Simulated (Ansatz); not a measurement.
TaN, one cell by several methods

```
Ta N
1.0
     5.19600    0.02598    0.02598
    -2.57550    4.48688    0.00951
     0.01456    0.01456    2.91100
Ta N
3 3
Direct
  0.33333 0.66667 0.50000
  0.66667 0.33333 0.50000
  0.00000 0.00000 0.00000
  0.39285 0.00000 0.00000
  0.60715 0.60715 0.00000
  0.00000 0.39285 0.00000
```

Atom numbers follow the list: Ta1, Ta2, Ta3, N4, N5, N6.

The conventional cell has a = 2.911 Å, b = 5.174 Å, c = 5.196 Å, α = 119.57°, β = 90.57°, γ = 90.21°. Around Ta (atom 1) lie 6 N at 2.15 to 2.18 Å. Around Ta (atom 2) lie 6 N at 2.15 to 2.18 Å. Ta (atom 3) has 3 N at 2.03 to 2.05 Å as nearest neighbours. Around N (atom 4) lie 5 Ta at 2.04 to 2.18 Å. Around N (atom 5) lie 5 Ta at 2.05 to 2.17 Å. Around N (atom 6) lie 5 Ta at 2.03 to 2.18 Å.

The cell comes from COD entry 2106407, which wasn't checked; take it as a given geometry. The listed cell was then made from it by scaling, straining or moving an atom.

Spin–orbit coupling is left out, though it moves levels of the heavy atoms by tenths of an eV or more.

Methods: DFT, PBEsol, PAW with Ansatz's default frozen-core files, scalar-relativistic (Ansatz 0.2.0); DFT, PBEsol, all-electron LAPW, scalar-relativistic (Ansatz 0.2.0).

For PAW: a Γ-centred 6×6×9 k mesh, Fermi–Dirac smearing of 0.01 eV, cutoff 420 eV, no spin polarisation; the PAW files were made with PBE, and the program remakes their frozen cores for this functional. LAPW targets a basis error of 1 meV/atom. The Ansatz runs share mesh, smearing and spin set-up. Plane-wave (PAW) pressures include the program's estimate of the Pulay term.

Stress and pressure are positive in compression.

The change that made this cell: equal xy, yz and zx engineering shear strains of +1 %.

PAW results:

```json
{"quantity": "pressure (GPa)", "PAW": "-3.69"}
{"quantity": "stress xx (GPa)", "PAW": "-3.17"}
{"quantity": "stress zz (GPa)", "PAW": "-4.74"}
{"quantity": "stress yz (GPa)", "PAW": "-1.88"}
{"quantity": "stress xz (GPa)", "PAW": "-1.87"}
{"quantity": "stress xy (GPa)", "PAW": "-1.91"}
{"quantity": "force on Ta1, x (eV/Å)", "PAW": "-0.046"}
{"quantity": "force on Ta2, x (eV/Å)", "PAW": "0.046"}
{"quantity": "force on Ta3, y (eV/Å)", "PAW": "-0.130"}
{"quantity": "force on N4, y (eV/Å)", "PAW": "0.050"}
```

Q: What does LAPW (all electrons) give for the same quantities?

A: 
```json
{"quantity": "pressure (GPa)", "LAPW": "-3.70"}
{"quantity": "stress xx (GPa)", "LAPW": "-3.20"}
{"quantity": "stress zz (GPa)", "LAPW": "-4.72"}
{"quantity": "stress yz (GPa)", "LAPW": "-1.86"}
{"quantity": "stress xz (GPa)", "LAPW": "-1.85"}
{"quantity": "stress xy (GPa)", "LAPW": "-1.90"}
{"quantity": "force on Ta1, x (eV/Å)", "LAPW": "-0.046"}
{"quantity": "force on Ta2, x (eV/Å)", "LAPW": "0.046"}
{"quantity": "force on Ta3, y (eV/Å)", "LAPW": "-0.128"}
{"quantity": "force on N4, y (eV/Å)", "LAPW": "0.049"}
```
